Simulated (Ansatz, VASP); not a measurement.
One calculation of Ta, two programs

```xyz
1
Lattice="-1.6419 1.6419 1.6419 1.6419 -1.6419 1.6419 1.6419 1.6419 -1.6419" Properties=species:S:1:pos:R:3 pbc="T T T"
Ta    0.0000    0.0000    0.0000
```

Alike in both runs: functional PBEsol; k mesh 20 × 20 × 20; occupations fermi-dirac, width 0.15 eV; no spin polarisation.

Ansatz relaxed the structure, and its values are those at the end. VASP's run is a single point on that final structure, the one shown.

|  | VASP | Ansatz |
| --- | --- | --- |
| version | VASP 6.6.1 | Ansatz 0.2.0 |
| potentials or method | VASP PAW PBE potentials, release 64 (Ta_pv) | scalar-relativistic, plane waves, PAW |
| plane-wave cutoff (eV) | 520 | 420 |
| valence electrons in the cell | 11 | 13 |

VASP gave:

- gap on the k mesh at the Fermi level (eV): none
- pressure (GPa): 0.2

Problem. What did Ansatz give for the same quantities?

Solution. gap on the k mesh at the Fermi level (eV): none; pressure (GPa): 0.0.

A gap of «none» marks a metal or a gap that the smearing closes. With one functional, cell and mesh, what is left measures potentials, basis and numerics. The two sets of potentials don't hold the same shells in valence.

Caveats: the PAW data sets were made with another functional, which shifts forces and pressure a little (VASP). The runs have no spin-orbit coupling, so splittings on Ta are missing.
